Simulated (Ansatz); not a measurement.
# BP: stress in a strained cell

Aim: deform BP (z strained by +3 % at fixed volume) and compute stress, forces and field gradients with LAPW, PAW and all-electron datasets made for the crystal.

Program: Ansatz 0.2.0. Level of theory: DFT PBE, scalar-relativistic. These are calculated values, not measurements.

**1. Starting point**

Symmetry: F-43m, No. 216, cubic system. Conventional cell: a = 4.538 Å, b = 4.538 Å, c = 4.538 Å, α = 90.00°, β = 90.00°, γ = 90.00°. B (site symmetry -43m) is surrounded by 4 P at 1.97 Å. Around P (site symmetry -43m) lie 4 B at 1.97 Å.

Coordinates:

```cif
data_structure
_symmetry_space_group_name_H-M 'P 1'
_symmetry_Int_Tables_number 1
_cell_length_a 3.2089
_cell_length_b 3.2089
_cell_length_c 3.2089
_cell_angle_alpha 60.000
_cell_angle_beta 60.000
_cell_angle_gamma 60.000
_cell_volume 23.36
loop_
_atom_site_label
_atom_site_type_symbol
_atom_site_fract_x
_atom_site_fract_y
_atom_site_fract_z
_atom_site_occupancy
B1 B 0.00000 0.00000 0.00000 1
P1 P 0.75000 0.75000 0.75000 1
```

Atoms are numbered in the order of the input: B1, P2.

**2. After the deformation**

Space group F-43m before, I-4m2 after.

**3. LAPW, all electrons**

input.yaml

```yaml
crystal:
  lattice:
    - [0.0, 2.2357121322, 2.33707]
    - [2.2357121322, 0.0, 2.33707]
    - [2.2357121322, 2.2357121322, 0.0]
  atoms:
    - { symbol: B, position: [0.0, 0.0, 0.0] }
    - { symbol: P, position: [0.75, 0.75, 0.75] }
kpoints:
  mp_grid: { grid: [12, 12, 12] }
scf:
  occupations: { method: fermi_dirac, width: 0.08 }
hamiltonian:
  xc: pbe
  pseudopotentials: { kind: all_electron, lapw: { basis_error: 0.0005 } }
output:
  forces: true
  stress: true
  eigenvalues: true
```

**4. PAW on the default files**

input.yaml: that of step 3 with these lines changed.

```diff
@@ -14,3 +14,3 @@
   xc: pbe
-  pseudopotentials: { kind: all_electron, lapw: { basis_error: 0.0005 } }
+  pseudopotentials: { kind: paw }
 output:
@@ -19 +19,2 @@
   eigenvalues: true
+  efg: { contact_densities: true }
```

**5. Datasets made for this crystal**

input.yaml: that of step 4 with these lines changed.

```diff
@@ -14,3 +14,3 @@
   xc: pbe
-  pseudopotentials: { kind: paw }
+  pseudopotentials: { kind: all_electron, datasets: crystal }
 output:
```

(Steps that only read results are left out.)

What does the calculation give? Wanted: pressure; largest shear or deviatoric stress.

**Answer**, as computed:

| quantity | value |
| --- | --- |
| pressure | LAPW 1.06, PAW 1.10, crystal datasets 1.06 GPa |
| largest shear or deviatoric stress (LAPW) | 8.39 GPa |

The largest part of the stress beyond the pressure is 8.39 GPa in size, in the zz component; the atoms are carried along and not relaxed. No run of the undeformed cell stands beside it, so the pressure holds what the given cell had before the change. PAW: stress within 0.05 GPa of LAPW. Crystal datasets: stress within 0.01 GPa of LAPW.
